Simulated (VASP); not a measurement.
Input of a VASP 6.6.1 run:

File INCAR:

```
PREC = Accurate
ENCUT = 600
EDIFF = 1E-7
ISMEAR = 0
SIGMA = 0.03
LREAL = F
LASPH = T
NELM = 80
ALGO = Normal
ISIF = 3
LWAVE = F
LCHARG = F
GGA = PE
IBRION = 2
NSW = 90
EDIFFG = -0.005
LATTICE_CONSTRAINTS = .TRUE. .TRUE. .FALSE.
KPAR = 2
```

File KPOINTS:

```
regular mesh
0
Gamma
  9 9 1
```

Contents of POSCAR:

```
InSe                                    
1.0
    4.0842046190      0.0000000000      0.0000000000
   -2.0421023095      3.5370249595      0.0000000000
    0.0000000000      0.0000000000     23.3577120000
  Se              In            
     2     2
Direct
     0.0000000000000000    0.0000000000000000    0.3848595202258676
     0.0000000000000000    0.0000000000000000    0.6150615361950953
     0.6666666699999979    0.3333333300000021    0.4395006152988810
     0.6666666699999979    0.3333333300000021    0.5604337982801559
```

Potentials or basis: VASP PAW PBE potentials, release 64 (Se, In_d).

Run with:

```console
$ cat potpaw_PBE.64/Se/POTCAR potpaw_PBE.64/In_d/POTCAR > POTCAR
$ mpirun -np 2 vasp_std > vasp.out
```

Q: Estimate the relaxed volume.

A: 84.38 Å³/atom.

Q: Estimate the relaxed cell.

A: a = 4.085 Å, b = 4.085 Å, c = 23.358 Å, α = 90.00°, β = 90.00°, γ = 120.00°.

Q: What does it give for the band gap on the k mesh?

A: 1.40 eV, indirect (least direct gap 1.46 eV).

Q: Predict the space group after relaxing (to 0.05 Å).

A: P-6m2 (No. 187).

Forces on the atoms (eV/Å):
```
Se   0.000  0.000 -0.001
Se   0.000  0.000  0.001
In   0.000  0.000 -0.003
In   0.000  0.000  0.002
```

Caveat: spin-orbit coupling is left out, which moves the levels of the heavy elements.
